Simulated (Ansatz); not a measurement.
As: energy along a strain

As, Pm-3m, a = 2.704 Å (as given, not relaxed at this level: 2.6 GPa). This isn't the element's structure at ambient conditions. Ansatz: PBE, PAW, 420 eV, Γ-centred 18×18×18 mesh on 1 atom, Gaussian smearing 0.15 eV; no spin polarisation. Cell vectors (Å): 2.704 0.000 0.000; 0.000 2.704 0.000; 0.000 0.000 2.704. The cell is strained by x per cent times the pattern (1 1 0 0 0 0) in the order xx yy zz yz xz xy (engineering shears), with fractional coordinates held. y is the free energy over the start, V0 = 19.764 Å³/atom. Points with a strain past 8.5 % were computed too (3) and aren't used here.

```tsv
x (%)	y (meV/atom)
-7.50	?
-5.00	112.76
-2.50	34.65
0.00	0.00
2.50	1.41
5.00	32.66
7.50	86.32
```

Problem. Fit y = c1 x + c2 x² + c3 x³ to the other rows, get the stiffness along the pattern, and predict the missing energy.

Solution. Least squares on the rows shown. y = −6.1879 x + 2.9068 x² − 0.072951 x³. The clamped-ion stiffness p·C·p = 2 × 29.07 eV × 160.2 / 19.764 Å³ = 471 GPa (second derivative at the start, which stands under stress). At x = -7.50 the fit asked for gives 240.69 meV/atom. The run gave 249.35 meV/atom, so the fit is 8.66 meV/atom too low, 3.5 % of the span of the series, against an rms of 0.09 meV/atom on the fitted rows. The row lies outside the fitted range. With a term in x⁴ added, a fit to the same known rows predicts 241.18 meV/atom, no real gain.